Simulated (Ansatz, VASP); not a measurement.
Ge: VASP beside Ansatz

```xyz
2
Lattice="0.0000 2.8099 2.8099 2.8099 0.0000 2.8099 2.8099 2.8099 0.0000" Properties=species:S:1:pos:R:3 pbc="T T T"
Ge    4.2149    4.2149    4.2149
Ge    2.8099    2.8099    2.8099
```

Change from the starting cell: volume scaled by 0.98.

Alike in both runs: task single point; functional PBE; k mesh 8 × 8 × 8; occupations fermi-dirac, width 0.05 eV; no spin polarisation.

|  | VASP | Ansatz |
| --- | --- | --- |
| version | VASP 6.6.1 | Ansatz 0.2.0 |
| potentials or method | VASP PAW PBE potentials, release 64 (Ge_d), cutoff 520 eV | all-electron LAPW, scalar-relativistic |

VASP gave:

- gap on the k mesh at the Fermi level (eV): 0.22
- least direct gap on the mesh (eV): 0.22
- pressure (GPa): 5.1

Task: What did Ansatz give for the same quantities?

Result: gap on the k mesh at the Fermi level (eV): 0.22; least direct gap on the mesh (eV): 0.22; pressure (GPa): 5.2.

Ansatz ran all-electron here, so the differences hold the error of VASP's frozen core and of both bases.
